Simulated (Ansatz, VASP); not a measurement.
C: VASP beside Ansatz

```xyz
1
Lattice="-1.1779 1.1779 1.1779 1.1779 -1.1779 1.1779 1.1779 1.1779 -1.1779" Properties=species:S:1:pos:R:3 pbc="T T T"
C     0.0000    0.0000    0.0000
```

Alike in both runs: task single point; functional r2SCAN; k mesh 21 × 21 × 21; occupations fermi-dirac, width 0.1 eV; no spin polarisation.

|  | VASP | Ansatz |
| --- | --- | --- |
| version | VASP 6.6.1 | Ansatz 0.2.0 |
| potentials or method | VASP PAW PBE potentials, release 64 (C) | plane waves (500 eV) with PAW, scalar-relativistic |
| plane-wave cutoff (eV) | 520 | 500 |
| valence electrons in the cell | 4 | 4 |

VASP gave:

```
pressure (GPa) : 7.8
```

**Question.** Which values does Ansatz return?

**Answer.** Pressure (GPa): 7.6.

With one functional, cell and mesh, what is left measures potentials, basis and numerics.

Caveats: the PAW data sets were made with another functional, which shifts forces and pressure a little (VASP).
